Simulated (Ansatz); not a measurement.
# Ag(111) with 4 layers of random Ag-Au, 2x2: scattering by chemical disorder

Aim: the residual resistivity of a random alloy, from Ag(111) with 4 layers of random Ag-Au, 2x2 and longer regions.

Calculated with Ansatz 0.2.0; Ansatz plane-wave DFT, PBE, PAW files; ballistic transport by layer matching (Landauer), zero bias; PAW set soft_1.

### Step 1. The starting structure

The cell holds 40 atoms: 36 Ag and 4 Au. Cell: a = 5.779 Å, b = 5.779 Å, c = 23.651 Å, α = 93.5°, β = 86.5°, γ = 120.0°. It derives from Ag. Regions: lead, 24 atoms (24 Ag); scattering region, 16 atoms (4 Au and 12 Ag). The structure is stacked along c, and the current runs across the ab planes.

### Step 2. With 4 alloy layers

In 4 layers a share of 0.25 of the sites is given to Au at random. The layers about the cell's end stay perfect and serve as the lead. Disorder leaves little or no symmetry, which makes such runs dear. Energies from -0.05 to 0.05 eV in steps of 0.05 eV are too few for the program's thermal sum, so it prints no conductance; for a metal the transmission near the Fermi level serves, at a fraction of the cost.

The input, input.yaml:

```yaml
crystal:
  lattice:
    - [5.7787594586, 0.0, 0.0]
    - [-2.8893797293, 5.0045524935, 0.0]
    - [1.4446898646, -0.8340920822, 23.5916866996]
  atoms:
    - { symbol: Ag, position: [0.9916666667, 0.0083333333, 0.05] }
    - { symbol: Ag, position: [0.9916666667, 0.5083333333, 0.05] }
    - { symbol: Ag, position: [0.4916666667, 0.0083333333, 0.05] }
    - { symbol: Ag, position: [0.4916666667, 0.5083333333, 0.05] }
    - { symbol: Ag, position: [0.1416666667, 0.3583333333, 0.15] }
    - { symbol: Ag, position: [0.1416666667, 0.8583333333, 0.15] }
    - { symbol: Ag, position: [0.6416666667, 0.3583333333, 0.15] }
    - { symbol: Ag, position: [0.6416666667, 0.8583333333, 0.15] }
    - { symbol: Ag, position: [0.2916666667, 0.2083333333, 0.25] }
    - { symbol: Ag, position: [0.2916666667, 0.7083333333, 0.25] }
    - { symbol: Ag, position: [0.7916666667, 0.2083333333, 0.25] }
    - { symbol: Ag, position: [0.7916666667, 0.7083333333, 0.25] }
    - { symbol: Au, position: [0.9416666667, 0.0583333333, 0.35] }
    - { symbol: Ag, position: [0.9416666667, 0.5583333333, 0.35] }
    - { symbol: Ag, position: [0.4416666667, 0.0583333333, 0.35] }
    - { symbol: Ag, position: [0.4416666667, 0.5583333333, 0.35] }
    - { symbol: Ag, position: [0.0916666667, 0.4083333333, 0.45] }
    - { symbol: Ag, position: [0.0916666667, 0.9083333333, 0.45] }
    - { symbol: Au, position: [0.5916666667, 0.4083333333, 0.45] }
    - { symbol: Ag, position: [0.5916666667, 0.9083333333, 0.45] }
    - { symbol: Ag, position: [0.2416666667, 0.2583333333, 0.55] }
    - { symbol: Ag, position: [0.2416666667, 0.7583333333, 0.55] }
    - { symbol: Ag, position: [0.7416666667, 0.2583333333, 0.55] }
    - { symbol: Ag, position: [0.7416666667, 0.7583333333, 0.55] }
    - { symbol: Au, position: [0.8916666667, 0.1083333333, 0.65] }
    - { symbol: Ag, position: [0.8916666667, 0.6083333333, 0.65] }
    - { symbol: Ag, position: [0.3916666667, 0.1083333333, 0.65] }
    - { symbol: Au, position: [0.3916666667, 0.6083333333, 0.65] }
    - { symbol: Ag, position: [0.0416666667, 0.4583333333, 0.75] }
    - { symbol: Ag, position: [0.0416666667, 0.9583333333, 0.75] }
    - { symbol: Ag, position: [0.5416666667, 0.4583333333, 0.75] }
    - { symbol: Ag, position: [0.5416666667, 0.9583333333, 0.75] }
    - { symbol: Ag, position: [0.1916666667, 0.3083333333, 0.85] }
    - { symbol: Ag, position: [0.1916666667, 0.8083333333, 0.85] }
    - { symbol: Ag, position: [0.6916666667, 0.3083333333, 0.85] }
    - { symbol: Ag, position: [0.6916666667, 0.8083333333, 0.85] }
    - { symbol: Ag, position: [0.8416666667, 0.1583333333, 0.95] }
    - { symbol: Ag, position: [0.8416666667, 0.6583333333, 0.95] }
    - { symbol: Ag, position: [0.3416666667, 0.1583333333, 0.95] }
    - { symbol: Ag, position: [0.3416666667, 0.6583333333, 0.95] }
kpoints:
  mp_grid: { grid: [4, 4, 1] }
hamiltonian:
  xc: pbe
  pseudopotentials: { kind: paw, azcp: { folder: soft_1 } }
scf:
  occupations: { method: fermi_dirac, width: 0.1 }
output:
  transmission: { leads: [[0, 4]], kmesh: [8, 8], e_range: [-0.05, 0.05], de: 0.05 }
  write_potential: true
  write_density: true
  volumetric_format: npy
```

Command:

```bash
> ansatz run input.yaml --threads 4 --pin off --max-ram 15360MiB --backend cpu --events-out ev --progress --plain --runs-dir out
```

Numbers of over 12 decimals in the logs are rounded to 6 here.

What it wrote:

```text
Engine: ansatz 0.2.0, aarch64-unknown-linux-gnu
Pseudopotentials: kind: paw
Pseudopotential: Ag, paw, valence charge 19, recommended cutoff 420 eV (normal), soft_1/Ag.paw.azcp
Pseudopotential: Au, paw, valence charge 19, recommended cutoff 420 eV (normal), soft_1/Au.paw.azcp
Functional definition: PBE
  parameter kappa = 0.804
  parameter beta = 0.066725
  exchange = pbe_x(kappa = kappa, mu = beta*pi^2/3)
  correlation = pbe_c(beta = beta)
Crystal: 40 atoms, lattice volume = 682.274 Å³
Basis set: ecut = 420 eV, 13363 PW (Γ)
Bands: 456, of which v1, the nominal top of the filled ones, is band 380 counted from 1 (379 counted from 0)
Symmetry: 2 space group operations
Space group: Cm (ITA 8), of the structure as read, at distance tolerance 8.8e-5 Å
k-points: 7 of 16 (time reversal used)
Non-local potential: Ag, projectors of the file, l = 0: 3, l = 1: 2, l = 2: 2, l = 3: 1
Non-local potential: Au, projectors of the file, l = 0: 3, l = 1: 2, l = 2: 2, l = 3: 1
PAW form: soft (Blöchl's): semilocal exchange-correlation on the pseudo side does not see the compensation charge
PAW one-centre angular grid: Ag, 590 points (default); XC on 64 Gauss nodes
PAW one-centre angular grid: Au, 590 points (default); XC on 64 Gauss nodes
Initial density: superposition of atomic densities (chi_scale 0.1, normalization cell, long waves of neutral atoms (reshape's long-wave potential 7.53 eV rms, cloud 2.81 Å wide))
Initial wavefunctions: pseudopotential atomic-orbital guess
Functional: x = pbe(κ = 0.804, μ = 0.219515), c = pbe(β = 0.066725)
SCF iter   1: F=—  HF=-325909.151296 eV  |F-HF|=—  |Δ(HF+E_count)|=         —  Δρ=1.67e-1  dr2=8.36e2  ethr=3.10e-3  ⟨swp⟩=4.0  Hψ=9533  notcnv=0  defer=75
preconditioner: auto → Kerker (q_TF=auto, 2.778 Å⁻¹)  [metal: Δε(μ)=0.045 eV  Ē_g=10.501 eV  σ=0.100 eV  W_gap=0.11  n_scr=260 (ndim 8)  ℏωp=29.8 eV  f_vac=0.000  D(μ)=16.95/eV (n_scr^D=92)]
SCF iter   2: F=—  HF=-325882.423022 eV  |F-HF|=—  |Δ(HF+E_count)|=    2.67e1  Δρ=9.05e-2  dr2=2.71e2  ethr=3.10e-3  ⟨swp⟩=2.0  Hψ=5468  notcnv=0  defer=363
SCF iter   3: F=—  HF=-325869.608673 eV  |F-HF|=—  |Δ(HF+E_count)|=    1.28e1  Δρ=2.33e-2  dr2=4.07e1  ethr=3.10e-3  ⟨swp⟩=2.9  Hψ=4150  notcnv=0  defer=373
SCF iter   4: F=—  HF=-325867.536634 eV  |F-HF|=—  |Δ(HF+E_count)|=    2.07e0  Δρ=1.16e-2  dr2=1.36e1  ethr=3.10e-3  ⟨swp⟩=2.1  Hψ=3712  notcnv=0  defer=374
SCF iter   5: F=—  HF=-325866.992757 eV  |F-HF|=—  |Δ(HF+E_count)|=   5.44e-1  Δρ=6.58e-3  dr2=4.29e0  ethr=1.79e-3  ⟨swp⟩=2.0  Hψ=3110  notcnv=0  defer=373
SCF iter   6: F=—  HF=-325866.791273 eV  |F-HF|=—  |Δ(HF+E_count)|=   2.01e-1  Δρ=3.14e-3  dr2=8.78e-1  ethr=5.65e-4  ⟨swp⟩=1.4  Hψ=3438  notcnv=0  defer=374
SCF iter   7: F=—  HF=-325866.752342 eV  |F-HF|=—  |Δ(HF+E_count)|=   3.89e-2  Δρ=1.27e-3  dr2=1.16e-1  ethr=1.16e-4  ⟨swp⟩=1.0  Hψ=3060  notcnv=0  defer=374
SCF iter   8: F=—  HF=-325866.746690 eV  |F-HF|=—  |Δ(HF+E_count)|=   5.65e-3  Δρ=4.83e-4  dr2=2.28e-2  ethr=1.53e-5  ⟨swp⟩=1.1  Hψ=2819  notcnv=0  defer=374
SCF iter   9: F=—  HF=-325866.745748 eV  |F-HF|=—  |Δ(HF+E_count)|=   9.43e-4  Δρ=1.07e-4  dr2=7.02e-4  ethr=3.00e-6  ⟨swp⟩=2.4  Hψ=4130  notcnv=0  defer=374
SCF iter  10: F=—  HF=-325866.745762 eV  |F-HF|=—  |Δ(HF+E_count)|=   1.38e-5  Δρ=4.73e-5  dr2=2.10e-4  ethr=9.24e-8  ⟨swp⟩=2.0  Hψ=4950  notcnv=0  defer=374
SCF iter  11: F=—  HF=-325866.745716 eV  |F-HF|=—  |Δ(HF+E_count)|=   4.59e-5  Δρ=1.80e-5  dr2=1.83e-5  ethr=2.76e-8  ⟨swp⟩=1.4  Hψ=2836  notcnv=0  defer=374
SCF iter  12: F=—  HF=-325866.745847 eV  |F-HF|=—  |Δ(HF+E_count)|=   1.31e-4  Δρ=7.45e-6  dr2=3.20e-6  ethr=2.41e-9  ⟨swp⟩=1.3  Hψ=3264  notcnv=0  defer=374
SCF iter  13: F=—  HF=-325866.745847 eV  |F-HF|=—  |Δ(HF+E_count)|=   1.12e-7  Δρ=2.40e-6  dr2=5.23e-7  ethr=4.21e-10  ⟨swp⟩=1.0  Hψ=2818  notcnv=0  defer=374
SCF iter  14: F=-325866.745847 eV  HF=-325866.745847 eV  |F-HF|=2.76e-8  |Δ(HF+E_count)|=   1.61e-8  Δρ=8.93e-7  dr2=3.04e-8  ethr=1.32e-11  ⟨swp⟩=10.0  Hψ=13018  notcnv=0
SCF 1 converged in 14 iterations: F = -325866.745847 eV  dr2 = 3.04e-8
  greatest PAW one-centre occupation: 1.001 electrons in one spin orbital (limit 2), on the Ag atom at site 5 (counted from 0), in its partial waves of l = 0
transmission: 63 of 630 steps passed
transmission: 126 of 630 steps passed
[...]
transmission: 630 of 630 steps passed
SCF converged after 14 iterations
Free energy (F): -325866.745847 eV
Harris-Foulkes:  -325866.745847 eV  (|F-HF|=2.76e-8)
Internal energy: -325866.309778 eV  (E = F + TS)
E sigma→0 (E₀):  -325866.527812 eV
Entropy (-TS):   -0.436069 eV (-10.902 meV/atom)
Fermi energy:    17.551535 eV
--- Per-component energies (eV) ---
  E_band       = -9344.453297
  E_kinetic    = 19156.224809
  E_local      = -81832.431996  (includes V_loc(G=0)·N_el)
  E_nonlocal   = 1530.628822
  E_hartree    = 39842.922437
  E_xc         = -6594.511666
  E_vxc        = -8303.710295  (∫ρ·V_xc dr)
  E_paw        = -181316.232374  (= ΣΔE_a)
  E_vpaw       = -19581.037771  (= ΣTr[D̂ρ^β])
  E_aug_tail   = 0.020662  (compensation charges beyond the density's cutoff)
  E_ewald      = -116652.930473
  E_smearing   = -0.436069  (= −TS)
  E_closure    = 0.000000  (closes the sum)
  Σ components = -325866.745847   (vs F -325866.745847, Δ=0.00e0)
--- Band table (eV; the first three rows and the last of 7) ---
  k-point 0: bands = [... 376 lower, 17.6705, 17.9980, 18.0188, 18.0593, 18.0896, 18.3185, 18.3821, 18.5260, ... 72 higher]
  k-point 1: bands = [... 376 lower, 17.1555, 17.1832, 17.2969, 17.4217, 17.4525, 17.5996, 17.8411, 18.0357, ... 72 higher]
  k-point 2: bands = [... 376 lower, 17.1154, 17.1723, 17.2997, 17.3417, 17.6438, 17.6549, 17.9238, 17.9456, ... 72 higher]
  k-point 6: bands = [... 376 lower, 17.1672, 17.1773, 17.2138, 17.2939, 17.8641, 17.8824, 17.8938, 17.9654, ... 72 higher]
--- Transmission ---
  basis      : 253 plane waves across, 30 finite elements along
  points     : 21, standing for a mesh of 8 x 8
  energies   : 3 from -0.050000 to 0.050000 eV about the Fermi level, 0.050000 eV apart; the leads are filled to 0.000000 eV, and channels, transmission and decay are at 0.000000 eV
  crystal 0  : Ag4, at the sites [0, 4], period 2.3592 Å, over 14.16 Å; its Hamiltonian steps by up to 6.9 meV
    offset         : up to 0.0000 Å between an atom of the period and one for which it stands
    channels       : 3.234375e0 a spin
    conductance    : none, the energies end too early or step too widely for 300 K: set another output.transmission.e_range or a lower de, or, where they end at an eighth of basis.ecutwfc, a higher one
  junction   : crystal 0 to crystal 0, 0.70 to 21.93 Å
    transmission   : 3.098102e0 a spin
    conductance    : none, the energies end too early or step too widely for 300 K: set another output.transmission.e_range or a lower de, or, where they end at an eighth of basis.ecutwfc, a higher one
```

It took 5.3 min on 4 threads of Arm Neoverse V1, shared host; peak memory 5.9 GiB; 18 min of CPU time.

Reading the cycles: dr2 is the Hartree energy of the density residual (eV), the measure of convergence; HF is the Harris–Foulkes estimate of the energy, which meets the free energy F at convergence.

This step gave:

```yaml
free_energy: -325866.7458 eV
energy_at_zero_smearing: -325866.5278 eV
fermi_energy: 17.55 eV
cell_area: 28.92 Å²
transmission_per_spin_nearest_the_fermi_level: 3.098
open_channels_per_spin_nearest_the_fermi_level: 3.234
step_of_the_lead_s_potential: 6.9 meV
```

Per spin. The transmission, zone mean by energy, zero at the Fermi level:

```csv
energy (eV),"transmission, zone mean"
-0.0500,3.09
0.0000,3.10
0.0500,3.10
```

Per spin. The open channels, zone mean, lead stays at 3.23 for energy from -0.05 to 0.05 eV.

Transmission over k1 and k2. At 0.0000 eV from the Fermi level.

Ten even steps from '_' (2.74) to '@' (3.76):
```
..%%....@@......
....%%..@@......
........__......
@@@@@@__::__@@@@
........__......
........@@..%%..
........@@....%%
%%......@@......
```
Columns: k1 (b1) from -0.5 to 0.375; rows upwards: k2 (b2) from -0.5 to 0.375.

Open channels over k1 and k2. At 0.0000 eV from the Fermi level.

Ten even steps from '0' (3.00) to '9' (4.00):
```
09009000
00909000
00000000
99900099
00000000
00009090
00009009
90009000
```
Columns: k1 (b1) from -0.5 to 0.375; rows upwards: k2 (b2) from -0.5 to 0.375.

Over the solved energies the transmission per spin lies between 3.09 and 3.10, out of 3.23 channels of the lead on average (up to 3.23).

### Step 3. With 8 alloy layers

In 8 layers a share of 0.25 of the sites is given to Au at random. A fresh draw is used; the growth of the resistance with length is what counts.

System of this step: Ag(111) with 8 layers of random Ag-Au, 2x2. The cell holds 56 atoms: 48 Ag and 8 Au. Its edges and angles: a = 5.779 Å, b = 5.779 Å, c = 33.070 Å, α = 87.5°, β = 92.5°, γ = 120.0°. It derives from Ag. Regions: lead, 24 atoms (24 Ag); scattering region, 32 atoms (24 Ag and 8 Au). The structure is stacked along c, and the current runs across the ab planes.

The input, input.yaml:

```yaml
crystal:
  lattice:
    - [5.7787594586, 0.0, 0.0]
    - [-2.8893797293, 5.0045524935, 0.0]
    - [-1.4446898646, 0.8340920822, 33.0283613795]
  atoms:
    - { symbol: Ag, position: [0.005952381, 0.994047619, 0.0357142857] }
    - { symbol: Ag, position: [0.005952381, 0.494047619, 0.0357142857] }
    - { symbol: Ag, position: [0.505952381, 0.994047619, 0.0357142857] }
    - { symbol: Ag, position: [0.505952381, 0.494047619, 0.0357142857] }
    - { symbol: Ag, position: [0.1845238095, 0.3154761905, 0.1071428571] }
    - { symbol: Ag, position: [0.1845238095, 0.8154761905, 0.1071428571] }
    - { symbol: Ag, position: [0.6845238095, 0.3154761905, 0.1071428571] }
    - { symbol: Ag, position: [0.6845238095, 0.8154761905, 0.1071428571] }
    - { symbol: Ag, position: [0.3630952381, 0.1369047619, 0.1785714286] }
    - { symbol: Ag, position: [0.3630952381, 0.6369047619, 0.1785714286] }
    - { symbol: Ag, position: [0.8630952381, 0.1369047619, 0.1785714286] }
    - { symbol: Ag, position: [0.8630952381, 0.6369047619, 0.1785714286] }
    - { symbol: Ag, position: [0.0416666667, 0.9583333333, 0.25] }
    - { symbol: Ag, position: [0.0416666667, 0.4583333333, 0.25] }
    - { symbol: Ag, position: [0.5416666667, 0.9583333333, 0.25] }
    - { symbol: Ag, position: [0.5416666667, 0.4583333333, 0.25] }
    - { symbol: Ag, position: [0.2202380952, 0.2797619048, 0.3214285714] }
    - { symbol: Ag, position: [0.2202380952, 0.7797619048, 0.3214285714] }
    - { symbol: Ag, position: [0.7202380952, 0.2797619048, 0.3214285714] }
    - { symbol: Ag, position: [0.7202380952, 0.7797619048, 0.3214285714] }
    - { symbol: Ag, position: [0.3988095238, 0.1011904762, 0.3928571429] }
    - { symbol: Au, position: [0.3988095238, 0.6011904762, 0.3928571429] }
    - { symbol: Ag, position: [0.8988095238, 0.1011904762, 0.3928571429] }
    - { symbol: Ag, position: [0.8988095238, 0.6011904762, 0.3928571429] }
    - { symbol: Au, position: [0.0773809524, 0.9226190476, 0.4642857143] }
    - { symbol: Ag, position: [0.0773809524, 0.4226190476, 0.4642857143] }
    - { symbol: Ag, position: [0.5773809524, 0.9226190476, 0.4642857143] }
    - { symbol: Au, position: [0.5773809524, 0.4226190476, 0.4642857143] }
    - { symbol: Au, position: [0.255952381, 0.244047619, 0.5357142857] }
    - { symbol: Ag, position: [0.255952381, 0.744047619, 0.5357142857] }
    - { symbol: Ag, position: [0.755952381, 0.244047619, 0.5357142857] }
    - { symbol: Ag, position: [0.755952381, 0.744047619, 0.5357142857] }
    - { symbol: Ag, position: [0.4345238095, 0.0654761905, 0.6071428571] }
    - { symbol: Ag, position: [0.4345238095, 0.5654761905, 0.6071428571] }
    - { symbol: Ag, position: [0.9345238095, 0.0654761905, 0.6071428571] }
    - { symbol: Ag, position: [0.9345238095, 0.5654761905, 0.6071428571] }
    - { symbol: Ag, position: [0.1130952381, 0.8869047619, 0.6785714286] }
    - { symbol: Au, position: [0.1130952381, 0.3869047619, 0.6785714286] }
    - { symbol: Ag, position: [0.6130952381, 0.8869047619, 0.6785714286] }
    - { symbol: Ag, position: [0.6130952381, 0.3869047619, 0.6785714286] }
    - { symbol: Au, position: [0.2916666667, 0.2083333333, 0.75] }
    - { symbol: Ag, position: [0.2916666667, 0.7083333333, 0.75] }
    - { symbol: Au, position: [0.7916666667, 0.2083333333, 0.75] }
    - { symbol: Au, position: [0.7916666667, 0.7083333333, 0.75] }
    - { symbol: Ag, position: [0.4702380952, 0.0297619048, 0.8214285714] }
    - { symbol: Ag, position: [0.4702380952, 0.5297619048, 0.8214285714] }
    - { symbol: Ag, position: [0.9702380952, 0.0297619048, 0.8214285714] }
    - { symbol: Ag, position: [0.9702380952, 0.5297619048, 0.8214285714] }
    - { symbol: Ag, position: [0.1488095238, 0.8511904762, 0.8928571429] }
    - { symbol: Ag, position: [0.1488095238, 0.3511904762, 0.8928571429] }
    - { symbol: Ag, position: [0.6488095238, 0.8511904762, 0.8928571429] }
    - { symbol: Ag, position: [0.6488095238, 0.3511904762, 0.8928571429] }
    - { symbol: Ag, position: [0.3273809524, 0.1726190476, 0.9642857143] }
    - { symbol: Ag, position: [0.3273809524, 0.6726190476, 0.9642857143] }
    - { symbol: Ag, position: [0.8273809524, 0.1726190476, 0.9642857143] }
    - { symbol: Ag, position: [0.8273809524, 0.6726190476, 0.9642857143] }
kpoints:
  mp_grid: { grid: [4, 4, 1] }
hamiltonian:
  xc: pbe
  pseudopotentials: { kind: paw, azcp: { folder: soft_1 } }
scf:
  occupations: { method: fermi_dirac, width: 0.1 }
output:
  transmission: { leads: [[0, 4]], kmesh: [8, 8], e_range: [-0.05, 0.05], de: 0.05 }
  write_potential: true
  write_density: true
  volumetric_format: npy
```

What it wrote:

```text
[...]
Crystal: 56 atoms, lattice volume = 955.184 Å³
Basis set: ecut = 420 eV, 18759 PW (Γ)
Bands: 639, of which v1, the nominal top of the filled ones, is band 532 counted from 1 (531 counted from 0)
Symmetry: 1 space group operations
[...]
k-points: 10 of 16 (time reversal used)
[...]
SCF iter   1: F=—  HF=-469640.694163 eV  |F-HF|=—  |Δ(HF+E_count)|=         —  Δρ=1.88e-1  dr2=2.49e3  ethr=3.10e-3  ⟨swp⟩=4.0  Hψ=19080  notcnv=0  defer=182
[...]
SCF iter  14: F=-469559.070966 eV  HF=-469559.070966 eV  |F-HF|=4.92e-8  |Δ(HF+E_count)|=   3.38e-8  Δρ=8.88e-7  dr2=5.39e-8  ethr=9.40e-12  ⟨swp⟩=10.4  Hψ=27148  notcnv=0
SCF 1 converged in 14 iterations: F = -469559.070966 eV  dr2 = 5.39e-8
[...]
transmission: 140 of 1394 steps passed
transmission: 280 of 1394 steps passed
[...]
transmission: 1394 of 1394 steps passed
SCF converged after 14 iterations
Free energy (F): -469559.070966 eV
[...]
Internal energy: -469558.443262 eV  (E = F + TS)
E sigma→0 (E₀):  -469558.757114 eV
Entropy (-TS):   -0.627704 eV (-11.209 meV/atom)
Fermi energy:    17.627986 eV
[...]
--- Band table (eV; the first three rows and the last of 10) ---
  k-point 0: bands = [... 528 lower, 17.9122, 18.0891, 18.1821, 18.3390, 18.3613, 18.3772, 18.4088, 18.5468, ... 103 higher]
  k-point 1: bands = [... 528 lower, 17.3966, 17.4771, 17.5144, 17.5361, 17.5795, 17.7012, 17.7893, 17.8671, ... 103 higher]
  k-point 2: bands = [... 528 lower, 17.3341, 17.3620, 17.4330, 17.4796, 17.5494, 17.6114, 17.6983, 17.7628, ... 103 higher]
  k-point 9: bands = [... 528 lower, 17.3283, 17.3458, 17.5399, 17.5472, 17.5718, 17.5999, 17.8648, 17.9032, ... 103 higher]
--- Transmission ---
  basis      : 253 plane waves across, 41 finite elements along
  points     : 34, standing for a mesh of 8 x 8
[...]
channels       : 3.328125e0 a spin
[...]
junction   : crystal 0 to crystal 0, 3.06 to 33.73 Å
    transmission   : 2.956615e0 a spin
[...]
```

Wall time 15 min (4 threads); peak memory 9.9 GiB.

Numbers from this step:

| Item | Value |
| --- | --- |
| free energy | -469559.0710 eV |
| energy at zero smearing | -469558.7571 eV |
| Fermi energy | 17.63 eV |
| transmission per spin nearest the Fermi level | 2.957 |
| open channels per spin nearest the Fermi level | 3.328 |
| step of the lead's potential | 6.1 meV |

Per spin. Transmission, zone mean against energy, zero at the Fermi level:

```csv
energy (eV),"transmission, zone mean"
-0.0500,2.98
0.0000,2.96
0.0500,2.92
```

Over the solved energies the transmission per spin lies between 2.92 and 2.98, out of 3.30 channels of the lead on average (up to 3.33).

(Continued in part 2 of 2.)

[Logs are printed without paths, hosts, clocks, repeated set-up lines and the standing remarks that a program may print on its own settings, such as how far it seeks lower states.]

[Hosts, paths, dates, database ids (printed as entryN), source tags and the programs' standing remarks are cut or masked in the printed files.]
